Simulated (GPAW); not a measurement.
Wanted: an ASE script for a GPAW 26.7.0 run.

| Quantity | Value |
| --- | --- |
| Task | equation of state |
| Functional | PBE |
| Dispersion | D3 |
| Potentials or basis | GPAW PAW data sets (gpaw-data 1.2.1) |
| Cutoff | 600 eV |
| Basis | pw |
| k mesh | 11 × 11 × 11 |
| Occupations | fermi-dirac, width 0.05 eV |
| Spin | no spin polarisation |
| Maxiter | 150 |
| Eos scales | [0.94, 0.96, 0.98, 1.0, 1.02, 1.04, 1.06] |

The structure of Au lies in Au.xyz:

```xyz
1
Lattice="0.0000000000 2.0350000000 2.0350000000 2.0350000000 0.0000000000 2.0350000000 2.0350000000 2.0350000000 0.0000000000" Properties=species:S:1:pos:R:3 pbc="T T T"
Au     0.0000000000      0.0000000000      0.0000000000
```

These files were run (other wordings do the same):

run.py

```python
from ase.calculators.mixing import SumCalculator
from ase.eos import EquationOfState
from ase.io import Trajectory, read
from ase.units import GPa
from dftd3.ase import DFTD3
from gpaw import GPAW, PW

atoms = read('Au.xyz')

traj = Trajectory('eos.traj', 'w')
volumes, energies = [], []
for x in [0.94, 0.96, 0.98, 1.0, 1.02, 1.04, 1.06]:
    a = atoms.copy()
    a.set_cell(atoms.cell * x**(1 / 3), scale_atoms=True)
    calc = GPAW(mode=PW(600),
                xc='PBE',
                kpts={'size': (11, 11, 11), 'gamma': True},
                occupations={'name': 'fermi-dirac', 'width': 0.05},
                nbands=14,
                convergence={'density': 1e-05, 'energy': 1e-05},
                maxiter=150,
                txt=f'eos-{x:.2f}.txt')
    a.calc = SumCalculator([calc, DFTD3(method='pbe', damping='d3zero')])
    energies.append(a.get_potential_energy())
    volumes.append(a.get_volume())
    p = -a.get_stress()[:3].mean() / GPa
    calc.write(f'eos-{x:.2f}.gpw')
    traj.write(a)
    print(f'{x:.2f} {volumes[-1]:10.4f} A^3 {energies[-1]:14.6f} eV {p:9.3f} GPa', flush=True)

v0, e0, B = EquationOfState(volumes, energies, eos='birchmurnaghan').fit()
print(f'V0 = {v0:.4f} A^3, E0 = {e0:.6f} eV, B0 = {B / GPa:.2f} GPa')
```

Potentials or basis: GPAW PAW data sets (gpaw-data 1.2.1), pw.

Command:

```console
$ OMP_NUM_THREADS=1 python run.py
```

It gave:

```json
{"Equilibrium volume": "17.49 Å³/atom", "Bulk modulus": "149 GPa", "Pressure derivative of the bulk modulus": "6.5"}
```

Caveat: with this Au data set, volumes or pressures lay over 1.5 % or 2 GPa off other programs in two to four cells of ten.

Wall time 73 s on 1 thread of Arm Neoverse V1, on a shared host, peak memory 0.19 GiB.
